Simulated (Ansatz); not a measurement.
Runs of Ansatz 0.2.0 on SiNi. The structure is orthorhombic, space group Pmmn (No. 59). Conventional cell: a = 2.943 Å, b = 3.280 Å, c = 4.677 Å, α = 90.00°, β = 90.00°, γ = 90.00°. Ni (site symmetry mm2) has 6 Si at 2.34 to 2.37 Å and 4 Ni at 2.65 Å as nearest neighbours. Around Si (site symmetry mm2) lie 6 Ni at 2.34 to 2.37 Å and 4 Si at 2.65 Å. The cell is a database's computed one.

```tsv
task	level	U	cell	k mesh	cutoff (eV)	points for each segment of the path	hubbard projectors	double counting	method	gap on the mesh (eV)	pressure (GPa)	moment (μB)	relaxed volume (Å³/atom)	largest force (eV/Å)
relaxation of cell and atoms	BLYP	-	relaxed	9 × 8 × 6	420	-	-	-	-	none	0.0	0.00	12.47	-
band structure	r2SCAN+U	Ni d U = 4 eV	as given	9 × 8 × 6	500	14	ortho-atomic (the default)	fll (the default)	-	none	-0.4	0.00	-	0.06
relaxation of cell and atoms	LDA+U	Ni d U = 3 eV	relaxed	9 × 8 × 6	420	-	ortho-atomic (the default)	fll (the default)	-	none	0.0	0.00	10.99	-
band structure	r2SCAN+U	Ni d U = 8 eV	as given	9 × 8 × 6	500	14	ortho-atomic (the default)	fll (the default)	-	none	-0.5	0.00	-	0.10
band structure	r2SCAN	-	as given	9 × 8 × 6	500	14	-	-	-	none	0.4	0.00	-	0.03
band structure	r2SCAN+U	Ni d U = 3 eV	as given	9 × 8 × 6	500	14	ortho-atomic (the default)	fll (the default)	-	none	-0.3	0.00	-	(a)
band structure	r2SCAN+U	Ni d U = 1 eV	as given	9 × 8 × 6	500	14	ortho-atomic (the default)	fll (the default)	-	none	0.2	0.00	-	0.04
phonons	r2SCAN	-	as given	8 × 7 × 5	500	-	-	-	fd	none	-	0.00	-	(b)
band structure	r2SCAN+U	Ni d U = 5 eV	as given	9 × 8 × 6	500	14	ortho-atomic (the default)	fll (the default)	-	none	-0.5	0.00	-	0.06
relaxation of cell and atoms	LDA+U	Ni d U = 8 eV	relaxed	9 × 8 × 6	420	-	ortho-atomic (the default)	fll (the default)	-	none	0.0	0.00	10.97	-
relaxation of cell and atoms	PBEsol+U	Ni d U = 8 eV	relaxed	9 × 8 × 6	420	-	ortho-atomic (the default)	fll (the default)	-	none	0.0	0.00	11.24	-
```

Alike in all rows: potentials or basis Ansatz PAW; spin collinear, ferromagnetic start; smearing fermi-dirac 0.05 eV.

**Question.** Estimate the missing entries.

**Answer.** (a) 0.05; (b) 0.02.

Caveats: the PAW data sets come from PBE, with cores solved anew for the run's functional, which leaves a small shift of forces and pressure; the magnetic or orbital state may not be the lowest (some runs); the U is typed as a test and isn't derived for this compound (some runs); the plane-wave basis is chosen anew once the cell has moved, so the energies of steps on either side of that aren't comparable (some runs); the potentials were made for another functional, which shifts forces and pressure (some runs).

A k mesh can miss the band edges.

A gap of «none» marks a metal or a gap under the smearing width.

Not every run made on this cell is shown here.
